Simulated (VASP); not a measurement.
# Lu (P6_3/mmc) in VASP: notebook

The runs below take Lu through single point, with PBE.

Everything below comes from runs of VASP 6.6.1. Logs are shortened: lines on timing, memory, paths and dates and some standing lists are left out, and cuts for length are marked.

### 1 The structure

It takes space group P6_3/mmc (No. 194, hexagonal). Conventional cell: a = 3.503 Å, b = 3.503 Å, c = 5.551 Å, α = 90.00°, β = 90.00°, γ = 120.00°. Lu (site symmetry -6m2) is surrounded by 12 Lu at 3.43 to 3.50 Å.

### 2 Single point, PBE

INCAR

```
SYSTEM = Lu
  PREC = Low
  ENCUT = 550
  EDIFF = 1E-6
  ISMEAR = 0
  SIGMA = 0.1
  LREAL = .False.
  LASPH = .True.
  NELM = 100
  ALGO = Normal
  ISIF = 2
  LWAVE = .False.
  LCHARG = .False.
  GGA = PE
  ADDGRID = .False.
```

KPOINTS

```
regular mesh
0
Gamma
  19 19 10
  0 0 0
```

POSCAR

```
Lu
1.0
    3.5031000000      0.0000000000      0.0000000000
   -1.7515500000      3.0337735920      0.0000000000
    0.0000000000      0.0000000000      5.5509000000
Lu
2
Direct
    0.6483880000      0.2977880000      0.7516770000
    0.3414390000      0.6668870000      0.2457360000
```

Potentials or basis: VASP PAW PBE potentials, release 64 (Lu_3), 4f in core.

Launch:

```console
$ cat potpaw_PBE.64/Lu_3/POTCAR > POTCAR
$ mpirun -np 1 vasp_std > vasp.out
```

OUTCAR:

```text
SYSTEM = Lu
   PREC = Low
   ENCUT = 550
   EDIFF = 1E-6
   ISMEAR = 0
   LREAL = .False.
   LASPH = .True.
   NELM = 100
   ISIF = 2
   GGA = PE

 Found   1806 irreducible k-points:

 Following reciprocal coordinates:
            Coordinates               Weight
  0.000000  0.000000  0.000000      1.000000
  0.052632  0.000000  0.000000      2.000000
  0.000000  0.052632  0.000000      2.000000
 -0.052632  0.052632  0.000000      2.000000
  0.105263  0.000000  0.000000      2.000000
  0.000000  0.105263  0.000000      2.000000
   k-points           NKPTS =   1806   k-points in BZ     NKDIM =   1806   number of bands    NBANDS=     13
   number of dos      NEDOS =    301   number of ions     NIONS =      2
   total plane-waves  NPLWV =  12800
   dimension x,y,z NGX =    20 NGY =   20 NGZ =   32
   dimension x,y,z NGXF=    20 NGYF=   20 NGZF=   32
   ions per type =               2
   NGX,Y,Z   is equivalent  to a cutoff of   9.49,  9.49,  9.58 a.u.
   NGXF,Y,Z  is equivalent  to a cutoff of   9.49,  9.49,  9.58 a.u.
 SYSTEM =  Lu
   PREC   = low       normal or accurate (medium, high low for compatibility)
   ISTART =      0    job   : 0-new  1-cont  2-samecut
   ICHARG =      2    charge: 1-file 2-atom 10-const
   ISPIN  =      1    spin polarized calculation?
   LNONCOLLINEAR =      F non collinear calculations
   LSORBIT =      F    spin-orbit coupling
   LASPH  =      T    aspherical Exc in radial PAW
   ENCUT  =  550.0 eV  40.42 Ry    6.36 a.u.   6.70  6.70 10.61*2*pi/ulx,y,z
   NELM   =    100;   NELMIN=  2; NELMDL= -5     # of ELM steps
   EDIFF  = 0.1E-05   stopping-criterion for ELM
   LREAL  =      F    real-space projection
   EDIFFG = 0.1E-04   stopping-criterion for IOM
   NSW    =      0    number of steps for IOM
   IBRION =     -1    ionic relax: 0-MD 1-quasi-New 2-CG
   NFREE  =      0    steps in history (QN), initial steepest desc. (CG)
   ISIF   =      2    stress and relaxation
   ISYM   =      2    0-nonsym 1-usesym 2-fastsym
   POTIM  = 0.5000    time-step for ionic-motion
   TEBEG  =    0.0;   TEEND  =   0.0 temperature during run
   PSTRESS=    0.0 pullay stress
   NELECT =      18.0000    total number of electrons
   NUPDOWN=      -1.0000    fix difference up-down
   EMIN   =  10.00;   EMAX   =-10.00  energy-range for DOS
   EFERMI =   0.00;   METHOD = LEGACY
   ISMEAR =     0;   SIGMA  =   0.10  broadening in eV -4-tet -1-fermi 0-gaus
   EFERMI_NEDOS =   21; number of points for ismear=-14 and -15
   IALGO  =     38    algorithm
   IMIX   =      4    mixing-type and parameters
     AMIX     =   0.40;   BMIX     =  1.00
     AMIX_MAG =   1.60;   BMIX_MAG =  1.00
  volume/ion in A,a.u.               =      29.50       199.05
  Fermi-wavevector in a.u.,A,eV,Ry     =   1.102130  2.082723 16.526853  1.214689
  Thomas-Fermi vector in A             =   2.238568
   LORBIT       =      0    0 simple, 1 ext, 2 COOP (PROOUT), +10 PAW based schemes
   GGA     = PE    functional components
   LHFCALC =     F    Hartree Fock is set to
   AEXX    =    0.0000 exact exchange contribution
   IVDW    =     0    specifies the selected vdW correction
   LEPSILON=     F    determine dielectric tensor
   LRPA    =     F    only Hartree local field effects (RPA)
 non-spin polarized calculation
 Gauss-broadening in eV      SIGMA  =   0.10
  energy-cutoff  :      550.00
  volume of cell :       58.99
 maximum number of plane-waves:      1752
   NGX = 13   NGY = 13   NGZ = 21

 number of electron      17.9999715 magnetization

 Free energy of the ion-electron system (eV)
  ---------------------------------------------------
  ext. energy  EPLUGINS =         0.00000000
  ---------------------------------------------------
  free energy    TOTEN  =        -8.90196637 eV

  energy without entropy =       -8.88366831  energy(sigma->0) =       -8.89281734

 E-fermi :   2.7746     XC(G=0):  -9.9076

 val. band max:        2.7744037790   @ k =   0.2632  -0.0526  -0.3000
 cond. band min:       2.7747192782   @ k =   0.2632   0.4211   0.3000
 fundamental gap:      0.0003154992
 Fermi energy:         2.7745602008

 k-point     1 :       0.0000    0.0000    0.0000
  band No.  band energies     occupation
      1     -24.2762      2.00000
      2     -23.8729      2.00000
      3     -23.8507      2.00000
      4     -23.7920      2.00000
      5     -23.7804      2.00000
      6     -23.7599      2.00000
      7      -3.2470      2.00000
      8       0.3421      2.00000
      9       3.3263      0.00000
     10       4.9432      0.00000
     11       5.0476      0.00000
     12       5.2014      0.00000
     13       5.6693      0.00000

 k-point     2 :       0.0526    0.0000    0.0000
  band No.  band energies     occupation
      1     -24.2721      2.00000
      2     -23.8768      2.00000
      3     -23.8588      2.00000
      4     -23.8006      2.00000
      5     -23.7825      2.00000
      6     -23.7616      2.00000
      7      -3.1808      2.00000
      8       0.4098      2.00000
      9       3.2767      0.00000
     10       4.7858      0.00000
     11       5.0213      0.00000
     12       5.3781      0.00000
     13       5.5533      0.00000

 k-point     3 :       0.0000    0.0526    0.0000
  band No.  band energies     occupation
      1     -24.2716      2.00000
      2     -23.8816      2.00000
      3     -23.8542      2.00000
      4     -23.7934      2.00000
      5     -23.7896      2.00000
      6     -23.7621      2.00000
      7      -3.1804      2.00000
      8       0.4118      2.00000
      9       3.2836      0.00000
     10       4.7277      0.00000
     11       5.1112      0.00000
     12       5.3478      0.00000
     13       5.7243      0.00000

 k-point     4 :      -0.0526    0.0526    0.0000
  band No.  band energies     occupation
      1     -24.2720      2.00000
      2     -23.8785      2.00000
      3     -23.8571      2.00000
      4     -23.7995      2.00000
      5     -23.7837      2.00000
      6     -23.7617      2.00000
      7      -3.1807      2.00000
      8       0.4104      2.00000
      9       3.2786      0.00000
     10       4.7665      0.00000
     11       5.0493      0.00000
     12       5.3774      0.00000
     13       5.5457      0.00000

 k-point     5 :       0.1053    0.0000    0.0000
  band No.  band energies     occupation
      1     -24.2603      2.00000
      2     -23.8935      2.00000
      3     -23.8769      2.00000
      4     -23.8265      2.00000
      5     -23.7873      2.00000
      6     -23.7665      2.00000
      7      -2.9851      2.00000
      8       0.6070      2.00000
      9       3.1376      0.00000
     10       4.4130      0.00000
     11       5.2070      0.00000
     12       5.2821      0.00000
     13       5.7087      0.00000

 k-point     6 :       0.0000    0.1053    0.0000
  band No.  band energies     occupation
      1     -24.2581      2.00000
      2     -23.9069      2.00000
      3     -23.8638      2.00000
      4     -23.8183      2.00000
      5     -23.7956      2.00000
      6     -23.7688      2.00000
      7      -2.9831      2.00000
      8       0.6154      2.00000
      9       3.1643      0.00000
     10       4.3538      0.00000
     11       5.2778      0.00000
     12       5.3038      0.00000
     13       5.7949      0.00000

 [... further k-points ...]

------------------------ aborting loop because EDIFF is reached ----------------------------------------

  FORCE on cell =-STRESS in cart. coord.  units (eV):
  Direction    XX          YY          ZZ          XY          YZ          ZX
  --------------------------------------------------------------------------------------
  -------------------------------------------------------------------------------------
  Total       -0.0159075      0.2291567     -0.2610903     -0.0332040     -0.0215447     -0.0051961
  in kB       -0.4320290      6.2236332     -7.0909130     -0.9017838     -0.5851306     -0.1411215
  external PRESSURE =      -0.4331029 kB  Pullay stress =       0.0000000 kB

 VOLUME and BASIS-vectors are now :
 -----------------------------------------------------------------------------
  energy-cutoff  :      550.00
  volume of cell :       58.99
      direct lattice vectors                 reciprocal lattice vectors
     3.503100000  0.000000000  0.000000000     0.285461448  0.164811244  0.000000000
    -1.751550000  3.033773592  0.000000000     0.000000000  0.329622488  0.000000000
     0.000000000  0.000000000  5.550900000     0.000000000  0.000000000  0.180150967

 POSITION                                       TOTAL-FORCE (eV/Angst)
 -----------------------------------------------------------------------------------
      1.74978      0.90342      4.17248         0.037255      0.163845     -0.138644
      0.02801      2.02318      1.36406        -0.037255     -0.163845      0.138644
 -----------------------------------------------------------------------------------
    total drift:                                0.000295      0.000015     -0.000016

  FREE ENERGIE OF THE ION-ELECTRON SYSTEM (eV)
  ---------------------------------------------------
  free  energy   TOTEN  =        -8.9019663714 eV

  energy  without entropy=       -8.8836683107  energy(sigma->0) =       -8.89281734
```

Run time: 4.3 min. Hardware: 1 thread of Intel Xeon 6975P-C (Granite Rapids), shared host; peak memory 1.3 GiB.

These settings aren't checked as converged: the numbers below hold their error.

Results:

```
Free energy            : -8.9020 eV
Pressure               : 0.0 GPa
Largest force          : 0.218 eV/Å
Band gap on the k mesh : none (metal or under the smearing width)
```

### 3 Single point, PBE

INCAR, as its differences from that of step 2:

```diff
@@ -1,3 +1,3 @@
 SYSTEM = Lu
-  PREC = Low
+  PREC = Normal
   ENCUT = 550
```

KPOINTS is that of step 2.

POSCAR

```
Lu
1.0
    3.5031000000      0.0000000000      0.0000000000
   -1.7515500000      3.0337735920      0.0000000000
    0.0000000000      0.0000000000      5.5509000000
Lu
2
Direct
    0.6666666667      0.3333333333      0.7500000000
    0.3333333333      0.6666666667      0.2500000000
```

Potentials or basis: VASP PAW PBE potentials, release 64 (Lu_3), 4f in core.

Launch:

```console
$ cat potpaw_PBE.64/Lu_3/POTCAR > POTCAR
$ mpirun -np 1 vasp_std > vasp.out
```

Run time: 36 s. Hardware: 1 thread of Intel Xeon 6975P-C (Granite Rapids), shared host; peak memory 0.28 GiB.

These settings aren't checked as converged: the numbers below hold their error.

Results:

| Quantity | Value |
| --- | --- |
| Free energy | -8.9135 eV |
| Pressure | -0.1 GPa |
| Band gap on the k mesh | none (metal or under the smearing width) |

### 4 Single point, PBE

INCAR is that of step 3.

KPOINTS is that of step 3.

POSCAR

```
Lu
1.0
    3.5031000000      0.0000000000      0.0000000000
   -1.7515500000      3.0337735920      0.0000000000
    0.0000000000      0.0000000000      5.5509000000
Lu
2
Direct
    0.6483880000      0.2977880000      0.7516770000
    0.3414390000      0.6668870000      0.2457360000
```

Potentials or basis: VASP PAW PBE potentials, release 64 (Lu_3), 4f in core.

Launch:

```console
$ cat potpaw_PBE.64/Lu_3/POTCAR > POTCAR
$ mpirun -np 1 vasp_std > vasp.out
```

OUTCAR:

```text
SYSTEM = Lu
   PREC = Normal
   ENCUT = 550
   EDIFF = 1E-6
   ISMEAR = 0
   LREAL = .False.
   LASPH = .True.
   NELM = 100
   ISIF = 2
   GGA = PE

 Found   1806 irreducible k-points:

 Following reciprocal coordinates:
            Coordinates               Weight
  0.000000  0.000000  0.000000      1.000000
  0.052632  0.000000  0.000000      2.000000
  0.000000  0.052632  0.000000      2.000000
 -0.052632  0.052632  0.000000      2.000000
  0.105263  0.000000  0.000000      2.000000
[... 174 lines left out ...]

  FORCE on cell =-STRESS in cart. coord.  units (eV):
  Direction    XX          YY          ZZ          XY          YZ          ZX
  --------------------------------------------------------------------------------------
  -------------------------------------------------------------------------------------
  Total       -0.0200907      0.2266648     -0.2735687     -0.0340436     -0.0222267     -0.0046306
  in kB       -0.5456394      6.1559560     -7.4298131     -0.9245841     -0.6036525     -0.1257611
  external PRESSURE =      -0.6064988 kB  Pullay stress =       0.0000000 kB

 VOLUME and BASIS-vectors are now :
 -----------------------------------------------------------------------------
  energy-cutoff  :      550.00
  volume of cell :       58.99
      direct lattice vectors                 reciprocal lattice vectors
     3.503100000  0.000000000  0.000000000     0.285461448  0.164811244  0.000000000
    -1.751550000  3.033773592  0.000000000     0.000000000  0.329622488  0.000000000
     0.000000000  0.000000000  5.550900000     0.000000000  0.000000000  0.180150967

 POSITION                                       TOTAL-FORCE (eV/Angst)
 -----------------------------------------------------------------------------------
      1.74978      0.90342      4.17248         0.036624      0.164812     -0.139769
      0.02801      2.02318      1.36406        -0.036624     -0.164812      0.139769
 -----------------------------------------------------------------------------------
    total drift:                                0.000009      0.000018      0.000003

  FREE ENERGIE OF THE ION-ELECTRON SYSTEM (eV)
  ---------------------------------------------------
  free  energy   TOTEN  =        -8.9018829772 eV

  energy  without entropy=       -8.8835843327  energy(sigma->0) =       -8.89273365
```

OSZICAR:

```text
N       E                     dE             d eps       ncg     rms          rms(c)
DAV:   1     0.469446338808E+02    0.46945E+02   -0.89279E+03 81802   0.154E+03
DAV:   2    -0.643520504620E+01   -0.53380E+02   -0.52167E+02 80551   0.731E+02
DAV:   3    -0.879880335544E+01   -0.23636E+01   -0.22506E+01 84002   0.647E+01
DAV:   4    -0.890673419371E+01   -0.10793E+00   -0.10163E+00 87592   0.103E+01
DAV:   5    -0.891063376318E+01   -0.38996E-02   -0.38118E-02 80248   0.186E+00    0.252E+01
DAV:   6    -0.889572679475E+01    0.14907E-01   -0.41411E-02 81616   0.498E+00    0.150E+01
DAV:   7    -0.890198611699E+01   -0.62593E-02   -0.67923E-02 76447   0.575E+00    0.387E-01
DAV:   8    -0.890197471268E+01    0.11404E-04   -0.40977E-03 78287   0.982E-01    0.172E-01
DAV:   9    -0.890188644260E+01    0.88270E-04   -0.65424E-04 78842   0.416E-01    0.348E-02
DAV:  10    -0.890188306803E+01    0.33746E-05   -0.43137E-05 78880   0.100E-01    0.114E-02
DAV:  11    -0.890188297719E+01    0.90833E-07   -0.70967E-07 44955   0.297E-02
   1 F= -.89018830E+01 E0= -.88927337E+01  d E =-.182986E-01
```

stdout:

```text
POSCAR found type information on POSCAR Lu
 POSCAR found :  1 types and       2 ions
 scaLAPACK will be used
 LDA part: xc-table for (Slater+PW92), standard interpolation
 POSCAR, INCAR and KPOINTS ok, starting setup
 FFT: planning ... GRIDC
 FFT: planning ... GRID_SOFT
 FFT: planning ... GRID
 WAVECAR not read
 entering main loop
```

Wall time 4.4 min (1 thread of Intel Xeon 6975P-C (Granite Rapids), shared host); peak memory 1.3 GiB.

The run converged, but some of its settings lie outside the range that counts as converged, so its numbers aren't taken as properties of the crystal.

Results:

```yaml
Free_energy: -8.9019 eV
Pressure: -0.1 GPa
Largest_force: 0.219 eV/Å
Band_gap_on_the_k_mesh: none (metal or under the smearing width)
```

### 5 Single point, PBE

INCAR, as its differences from that of step 4:

```diff
@@ -1,3 +1,3 @@
 SYSTEM = Lu
-  PREC = Normal
+  PREC = Accurate
   ENCUT = 550
@@ -6,3 +6,3 @@
   SIGMA = 0.1
-  LREAL = .False.
+  LREAL = Auto
   LASPH = .True.
```

KPOINTS is that of step 4.

POSCAR

```
Lu
1.0
    3.5031000000      0.0000000000      0.0000000000
   -1.7515500000      3.0337735920      0.0000000000
    0.0000000000      0.0000000000      5.5509000000
Lu
2
Direct
    0.6666666667      0.3333333333      0.7500000000
    0.3333333333      0.6666666667      0.2500000000
```

Launch:

```console
$ cat potpaw_PBE.64/Lu_3/POTCAR > POTCAR
$ mpirun -np 1 vasp_std > vasp.out
```

Run time: 2.6 min. Hardware: 1 thread of Intel Xeon 6975P-C (Granite Rapids), shared host; peak memory 0.26 GiB.

The run converged, but some of its settings lie outside the range that counts as converged, so its numbers aren't taken as properties of the crystal.

Results:

```
Free energy            : -8.9139 eV
Pressure               : -0.1 GPa
Band gap on the k mesh : none (metal or under the smearing width)
```
